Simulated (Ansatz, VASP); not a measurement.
# One calculation of Ga, two programs

```
Ga
1.0
     2.21789   -3.74191    0.00000
     2.21789    3.74191    0.00000
     0.00000    0.00000    4.42496
Ga
4
Direct
  0.84436 0.15564 0.08594
  0.65564 0.34436 0.58594
  0.15564 0.84436 0.91406
  0.34436 0.65564 0.41406
```

Alike in both runs: task single point; functional LDA; k mesh 8 × 8 × 7; occupations gaussian, width 0.1 eV; no spin polarisation.

|  | VASP | Ansatz |
| --- | --- | --- |
| version | VASP 6.6.1 | Ansatz 0.2.0 |
| potentials or method | VASP PAW LDA potentials, release 64 (Ga_d) | plane waves (420 eV) with PAW, scalar-relativistic |
| plane-wave cutoff (eV) | 520 | 420 |
| valence electrons in the cell | 52 | 52 |

Ansatz gave:

```
pressure (GPa)                                  : 0.0
largest component of the traceless stress (GPa) : 0.12
```

Question: What did VASP give for the same quantities?

Answer: Pressure (GPa): 0.1; largest component of the traceless stress (GPa): 0.15.

Ansatz warned: «pseudo_functional_mismatch».
